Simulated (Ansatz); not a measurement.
Runs of Ansatz 0.2.0 on ZrS2. Symmetry: P-3m1, No. 164, trigonal system. Conventional cell: a = 3.691 Å, b = 3.691 Å, c = 6.041 Å, α = 90.00°, β = 90.00°, γ = 120.00°. Zr (site symmetry -3m) is surrounded by 6 S at 2.57 Å. Around S (site symmetry 3m) lie 3 Zr at 2.57 Å. The cell is a database's computed one.

| level | gap on the mesh (eV) | pressure (GPa) | largest force (eV/Å) |
| --- | --- | --- | --- |
| PBE | 1.15 | 0.6 | 0.03 |
| BLYP | 1.18 | 4.3 | 0.26 |
| RPBE | (a) | 2.7 | (b) |
| revPBE | 1.19 | 2.2 | 0.09 |

Alike in all rows: task projected density of states; potentials or basis Ansatz PAW; no spin polarisation; cell as given; k mesh 5 × 5 × 3; cutoff (eV) 420; smearing fermi-dirac 0.05 eV.

Q: Fill in the values left out.

A: (a) 1.21; (b) 0.11.

Caveats: odd divisions of the mesh miss points on the zone boundary, where band edges often lie, so the gap on the mesh can be too wide; this functional lacks dispersion, which binds the layers, so the pressure and a relaxed spacing across them are unreliable; the density of states is complete only up to the lowest level of the last band computed; the PAW data sets come from PBE, with cores solved anew for the run's functional, which leaves a small shift of forces and pressure (some runs).

A k mesh can miss the band edges, and the runs leave out spin-orbit coupling on Zr.
